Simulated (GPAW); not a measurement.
**How the smearing moves the magnetism of 1 ML Co on Ta(110), 1 substrate layers**

Aim: see how far moments and order energies of 1 ML Co on Ta(110), 1 substrate layers move with the smearing, and what each rung costs.

Main program and level: GPAW 26.7.0; LDA; plane waves with GPAW's PAW setups, scalar-relativistic.

This is a report of a sequence of runs, with most program output left out.

## Step 1: The starting structure

The cell holds 2 atoms: 1 Ta and 1 Co. Its edges and angles: a = 2.860 Å, b = 2.860 Å, c = 16.111 Å, α = 90.0°, β = 90.0°, γ = 109.5°. pseudomorphic film on the substrate's lattice, hard-sphere layer spacings, unrelaxed, 14 A of vacuum. Vacuum lies along c.

## Step 2: Rung 1 (width 0.4 eV), start ferro +

A wide smearing converges easily but acts like a high temperature on the moments; each rung narrows it.

File order1.py:

```python
import json
import numpy as np
from ase import Atoms
from ase.parallel import paropen, parprint
from gpaw import GPAW

atoms = Atoms(['Ta', 'Co'],
    cell=[[1.65128, -2.335263, 0.0],
         [1.65128, 2.335263, 0.0],
         [0.0, 0.0, 16.110911]],
    scaled_positions=[[0.0, 0.0, 0.434488],
         [0.5, 0.5, 0.565512]],
    pbc=True,
    magmoms=[0.0, 2.0])
atoms.calc = GPAW(mode={'name': 'pw', 'ecut': 550},
    xc='LDA',
    kpts={'size': (10, 10, 1), 'gamma': True},
    occupations={'name': 'fermi-dirac', 'width': 0.4},
    convergence={'density': 1e-05, 'energy': 1e-05},
    maxiter=200,
    symmetry={'tolerance': 1e-4},
    txt='order1.txt')
e = atoms.get_potential_energy(force_consistent=True)
res = {'free_energy': e, 'energy_sigma0': atoms.get_potential_energy(), 'fermi_energy': atoms.calc.get_fermi_level()}
res['moments'] = atoms.get_magnetic_moments().tolist()
res['total'] = atoms.get_magnetic_moment()
parprint('site moments (muB):', np.round(res['moments'], 3))
parprint(f"total moment: {res['total']:.3f} muB")
parprint(f'free energy: {e:.6f} eV')
atoms.calc.write('order1.gpw')
with paropen('results.json', 'w') as f:
    json.dump(res, f)
```

Command:

```console
OMP_NUM_THREADS=1 mpirun -n 2 gpaw python order1.py > order1.log
```

Wall time 37 s (2 MPI ranks of Arm Neoverse V2, shared host); peak memory 0.5 GiB.

This step gave:

```yaml
magnetization: 1.040 μB
final_state: ferromagnetic
largest_moment: 1.058 μB
```

After 18 cycles the largest moment stands at 1.06 μB.

## Step 3: Rung 1 (width 0.4 eV), start antiferro q=(0,1/2,0) +-

The second start gives the energy difference between the two end states, the quantity that is followed up the ladder. Its q is in fractions of the reciprocal vectors of the first run's cell.

File order2.py:

```python
import json
import numpy as np
from ase import Atoms
from ase.parallel import paropen, parprint
from gpaw import GPAW

atoms = Atoms(['Ta', 'Ta', 'Co', 'Co'],
    cell=[[1.65128, -2.335263, 0.0],
         [3.30256, 4.670526, 0.0],
         [0.0, 0.0, 16.110911]],
    scaled_positions=[[0.0, 0.0, 0.434488],
         [0.0, 0.5, 0.434488],
         [0.5, 0.25, 0.565512],
         [0.5, 0.75, 0.565512]],
    pbc=True,
    magmoms=[0.0, 0.0, 2.0, -2.0])
atoms.calc = GPAW(mode={'name': 'pw', 'ecut': 550},
    xc='LDA',
    kpts={'size': (10, 5, 1), 'gamma': True},
    occupations={'name': 'fermi-dirac', 'width': 0.4},
    convergence={'density': 1e-05, 'energy': 1e-05},
    maxiter=200,
    symmetry={'tolerance': 1e-4},
    txt='order2.txt')
e = atoms.get_potential_energy(force_consistent=True)
res = {'free_energy': e, 'energy_sigma0': atoms.get_potential_energy(), 'fermi_energy': atoms.calc.get_fermi_level()}
res['moments'] = atoms.get_magnetic_moments().tolist()
res['total'] = atoms.get_magnetic_moment()
parprint('site moments (muB):', np.round(res['moments'], 3))
parprint(f"total moment: {res['total']:.3f} muB")
parprint(f'free energy: {e:.6f} eV')
atoms.calc.write('order2.gpw')
with paropen('results.json', 'w') as f:
    json.dump(res, f)
```

Command:

```console
OMP_NUM_THREADS=1 mpirun -n 2 gpaw python order2.py > order2.log
```

Elapsed: 2.3 min, on 2 MPI ranks; peak memory 0.78 GiB.

Spin moment in the augmentation sphere by atom:

```
atom  spin moment in the augmentation sphere (μB)
 Ta1                                        0.000
 Ta2                                        0.000
 Co3                                        0.840
 Co4                                       -0.840
```

Numbers from this step:

| Item | Value |
| --- | --- |
| magnetization | 0 μB |
| final state | antiferromagnetic |

This start lies +9.6 meV a seeded atom from the first; its largest moment is 0.840 μB.

## Step 4: Rung 2 (width 0.2 eV), start ferro +

order1.py is the script of step 2 with these lines changed:

```diff
@@ -17,3 +17,3 @@
     kpts={'size': (10, 10, 1), 'gamma': True},
-    occupations={'name': 'fermi-dirac', 'width': 0.4},
+    occupations={'name': 'fermi-dirac', 'width': 0.2},
     convergence={'density': 1e-05, 'energy': 1e-05},
```

Command:

```console
OMP_NUM_THREADS=1 mpirun -n 2 gpaw python order1.py > order1.log
```

Wall time 35 s (2 MPI ranks); peak memory 0.5 GiB.

Read from the output:

| Property | Result |
| --- | --- |
| magnetization | 1.448 μB |
| final state | ferromagnetic |
| largest moment | 1.469 μB |

The largest moment moves by +0.41 μB from rung 1, at 0.94 times its CPU time.

## Step 5: Rung 2 (width 0.2 eV), start antiferro q=(0,1/2,0) +-

order2.py is the script of step 3 with these lines changed:

```diff
@@ -19,3 +19,3 @@
     kpts={'size': (10, 5, 1), 'gamma': True},
-    occupations={'name': 'fermi-dirac', 'width': 0.4},
+    occupations={'name': 'fermi-dirac', 'width': 0.2},
     convergence={'density': 1e-05, 'energy': 1e-05},
```

Command:

```console
OMP_NUM_THREADS=1 mpirun -n 2 gpaw python order2.py > order2.log
```

Run time: 2 min. Hardware: 2 MPI ranks; peak memory 0.78 GiB.

Read from the output:

```yaml
magnetization: 0 μB
final_state: antiferromagnetic
largest_moment: 1.350 μB
```

This start lies +39.1 meV a seeded atom from the first, a change of +29.5 meV since rung 1; its largest moment is 1.35 μB.

## Step 6: Rung 3 (width 0.1 eV), start ferro +

order1.py is the script of step 4 with these lines changed:

```diff
@@ -17,3 +17,3 @@
     kpts={'size': (10, 10, 1), 'gamma': True},
-    occupations={'name': 'fermi-dirac', 'width': 0.2},
+    occupations={'name': 'fermi-dirac', 'width': 0.1},
     convergence={'density': 1e-05, 'energy': 1e-05},
```

Command:

```console
OMP_NUM_THREADS=1 mpirun -n 2 gpaw python order1.py > order1.log
```

Run time: 35 s. Hardware: 2 MPI ranks; peak memory 0.5 GiB; 71 s of CPU time.

This step gave:

- magnetization: 1.581 μB
- final state: ferromagnetic
- largest moment: 1.546 μB

The largest moment moves by +0.08 μB from rung 2, at 1.0 times its CPU time.

## Step 7: Rung 3 (width 0.1 eV), start antiferro q=(0,1/2,0) +-

order2.py is the script of step 5 with these lines changed:

```diff
@@ -19,3 +19,3 @@
     kpts={'size': (10, 5, 1), 'gamma': True},
-    occupations={'name': 'fermi-dirac', 'width': 0.2},
+    occupations={'name': 'fermi-dirac', 'width': 0.1},
     convergence={'density': 1e-05, 'energy': 1e-05},
```

Command:

```console
OMP_NUM_THREADS=1 mpirun -n 2 gpaw python order2.py > order2.log
```

The job ended after 1.9 min (2 MPI ranks; peak memory 0.78 GiB).

This step gave:

```
magnetization  : 0 μB
final state    : antiferromagnetic
largest moment : 1.443 μB
```

This start lies +59.1 meV a seeded atom from the first, a change of +20.1 meV since rung 2; its largest moment is 1.44 μB.

## Step 8: Rung 4 (width 0.05 eV), start ferro +

order1.py is the script of step 6 with these lines changed:

```diff
@@ -17,3 +17,3 @@
     kpts={'size': (10, 10, 1), 'gamma': True},
-    occupations={'name': 'fermi-dirac', 'width': 0.1},
+    occupations={'name': 'fermi-dirac', 'width': 0.05},
     convergence={'density': 1e-05, 'energy': 1e-05},
```

Command:

```console
OMP_NUM_THREADS=1 mpirun -n 2 gpaw python order1.py > order1.log
```

The job ended after 35 s (2 MPI ranks; peak memory 0.5 GiB; 71 s of CPU time).

Numbers from this step:

* magnetization: 1.662 μB
* final state: ferromagnetic
* largest moment: 1.573 μB

The largest moment moves by +0.03 μB from rung 3, at 1.00 times its CPU time.

## Step 9: Rung 4 (width 0.05 eV), start antiferro q=(0,1/2,0) +-

order2.py is the script of step 7 with these lines changed:

```diff
@@ -19,3 +19,3 @@
     kpts={'size': (10, 5, 1), 'gamma': True},
-    occupations={'name': 'fermi-dirac', 'width': 0.1},
+    occupations={'name': 'fermi-dirac', 'width': 0.05},
     convergence={'density': 1e-05, 'energy': 1e-05},
```

Command:

```console
OMP_NUM_THREADS=1 mpirun -n 2 gpaw python order2.py > order2.log
```

It took 2 min on 2 MPI ranks; peak memory 0.78 GiB.

This step gave:

```
magnetization  : 0 μB
final state    : antiferromagnetic
largest moment : 1.470 μB
```

This start lies +68.5 meV a seeded atom from the first, a change of +9.4 meV since rung 3; its largest moment is 1.47 μB.

## Step 10: Rung 5 (width 0.02 eV), start ferro +

order1.py is the script of step 8 with these lines changed:

```diff
@@ -17,3 +17,3 @@
     kpts={'size': (10, 10, 1), 'gamma': True},
-    occupations={'name': 'fermi-dirac', 'width': 0.05},
+    occupations={'name': 'fermi-dirac', 'width': 0.02},
     convergence={'density': 1e-05, 'energy': 1e-05},
```

Command:

```console
OMP_NUM_THREADS=1 mpirun -n 2 gpaw python order1.py > order1.log
```

Run time: 39 s. Hardware: 2 MPI ranks; peak memory 0.5 GiB; 77 s of CPU time.

Read from the output:

* magnetization: 1.692 μB
* final state: ferromagnetic
* largest moment: 1.574 μB

The largest moment is that of rung 4, at 1.1 times its CPU time.

## Step 11: Rung 5 (width 0.02 eV), start antiferro q=(0,1/2,0) +-

order2.py is the script of step 9 with these lines changed:

```diff
@@ -19,3 +19,3 @@
     kpts={'size': (10, 5, 1), 'gamma': True},
-    occupations={'name': 'fermi-dirac', 'width': 0.05},
+    occupations={'name': 'fermi-dirac', 'width': 0.02},
     convergence={'density': 1e-05, 'energy': 1e-05},
```

Command:

```console
OMP_NUM_THREADS=1 mpirun -n 2 gpaw python order2.py > order2.log
```

Run time: 2 min. Hardware: 2 MPI ranks; peak memory 0.78 GiB; 4 min of CPU time.

Read from the output:

* magnetization: 0 μB
* final state: antiferromagnetic
* largest moment: 1.473 μB

This start lies +71.6 meV a seeded atom from the first, a change of +3.1 meV since rung 4; its largest moment is 1.47 μB.

## Step 12: Side by side

Ladder, by row:

```
rung  smearing (eV)  state from the first start  state from the second start  second less first (meV a seeded atom)  moment, first (μB)  moment, second (μB)  CPU time (s)
   1            0.4               ferromagnetic            antiferromagnetic                                  9.577               1.058               0.8397         348.3
   2            0.2               ferromagnetic            antiferromagnetic                                  39.05               1.469                 1.35         308.2
   3            0.1               ferromagnetic            antiferromagnetic                                  59.13               1.546                1.443         303.3
   4           0.05               ferromagnetic            antiferromagnetic                                  68.52               1.573                 1.47         315.9
   5           0.02               ferromagnetic            antiferromagnetic                                   71.6               1.574                1.473         318.8
```

## Step 13: Results

```
range of the moment in the table, first start             : 1.06 to 1.57 μB
range of CPU time                                         : 5.1 min to 5.8 min
range of the energy difference                            : 9.58 to 71.6 meV a seeded atom
first rung from which all stay within 3.6 meV of the last : 4
```

**Reading.** From rung 4 on the result stays within 3.1 meV of the last rung, inside the margin of 3.6 meV set for it, at 99 % of the last rung's cost. The first start ends lower on every rung of the table; whether functional and cell give the true order is another question. The mesh stays the same, and a narrow smearing needs a finer one, so the last rung is no sure reference.

[Logs and program files are shortened in this print: banners, set-up blocks, solver, clock and traceback lines can be left out without a mark of their own.]

[Logs are printed without paths, hosts, clocks, repeated set-up lines and the standing remarks that a program may print on its own settings, such as how far it seeks lower states.]

[Hosts, paths, dates, database ids (printed as entryN), source tags and the programs' standing remarks are cut or masked in the printed files.]

[Where a cell is said to come from a database of computed structures, the database is the Materials Project.]
